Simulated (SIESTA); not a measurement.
## Re under changes of volume

One of the cells (14.714 Å³/atom); the others are scaled copies at fixed shape and fractional positions:

```
Re
1.0
     2.76080    0.00000    0.00000
    -1.38040    2.39092    0.00000
     0.00000    0.00000    4.45820
Re
2
Direct
  0.66667 0.33333 0.75000
  0.33333 0.66667 0.25000
```

| Property | Result |
| --- | --- |
| Program | SIESTA 5.4.2 |
| Functional | PBE |
| Potentials or basis | PseudoDojo 0.4 standard (PBE files, fully relativistic) |
| Basis | DZP (energy shift 0.002 Ry) |
| Grid cutoff | 800 Ry |
| Energy shift | 0.002 Ry |
| k mesh | 8 × 8 × 4 |
| Occupations | fermi-dirac, width 0.05 eV |
| Spin | non-collinear spin, zero start, spin-orbit coupling |
| Starting moments | [[0.0, 0.0, 0.0], [0.0, 0.0, 0.0]] μB |

| volume (Å³/atom) | energy over the lowest point (meV/atom) | pressure (GPa) |
| --- | --- | --- |
| 13.831 | 122.65 | 37.0 |
| 14.125 | ? | ? |
| 14.420 | 26.19 | 16.2 |
| 14.714 | 5.07 | 6.9 |
| 15.008 | 0.00 | -1.2 |
| 15.303 | 8.93 | -8.5 |
| 15.597 | 30.68 | -15.1 |

Question: What does the run at 14.125 Å³/atom give?

Answer: Energy over the lowest point 65.01 meV/atom; pressure 26.1 GPa.

Worked out: A Birch-Murnaghan fit of order 3 (a polynomial in V^(-2/3)) to the other rows has its minimum at 14.96 Å³/atom with B0 = V·E''(V) = 399 GPa and B' = 4.3 at fixed shape and positions, which overstates the stiffness. It gives 64.74 meV/atom at 14.125 Å³/atom, against the run's 65.01, and -dE/dV = 26.1 GPa, against 26.1.

Energies are extrapolated to zero smearing.

Caveats: semicore shells carry a single zeta, which can move pressures by several GPa and volumes by a few percent; the basis of atomic orbitals isn't converged, which shifts pressures, moduli and gaps.
